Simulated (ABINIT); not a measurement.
The system is Ru.

```xyz
2
Lattice="2.7058 0.0000 0.0000 -1.3529 2.3433 0.0000 0.0000 0.0000 4.2819" Properties=species:S:1:pos:R:3 pbc="T T T"
Ru    1.3529    0.7811    3.2114
Ru    0.0000    1.5622    1.0705
```

```yaml
Program: ABINIT 10.8.3 (patched build)
Task: relaxation of cell and atoms
Functional: PBEsol
Potentials_or_basis: JTH PAW PBE v2.0
Cutoff: 408 eV
k_mesh: 11 × 11 × 6
Occupations: fermi-dirac, width 0.05 eV
Spin: no spin polarisation
```

At the start: pressure -5.7 GPa; volume 13.57 Å³/atom.

**Question.** How do energy, volume and symmetry change on relaxing?

**Answer.** Over 3 steps the energy falls by 4.2 meV/atom and the volume is 13.34 Å³/atom (-1.7 %); space group P6_3/mmc (No. 194, to 0.05 Å).

The path:
```csv
step,energy change (eV),largest force (eV/Å),pressure (GPa),volume (Å³)
1,0.0000,0.0000,-5.67,27.15
2,-0.0083,0.0000,0.09,26.68
3,-0.0083,0.0000,0.00,26.69
```

Final structure:
```
CELL_PARAMETERS angstrom
2.69067 0.00000 0.00000
-1.34534 2.33019 0.00000
0.00000 0.00000 4.25654
ATOMIC_POSITIONS crystal
Ru 0.66667 0.33333 0.75000
Ru 0.33333 0.66667 0.25000
```

Caveat: the PAW data sets were made with another functional, which shifts forces and pressure a little.
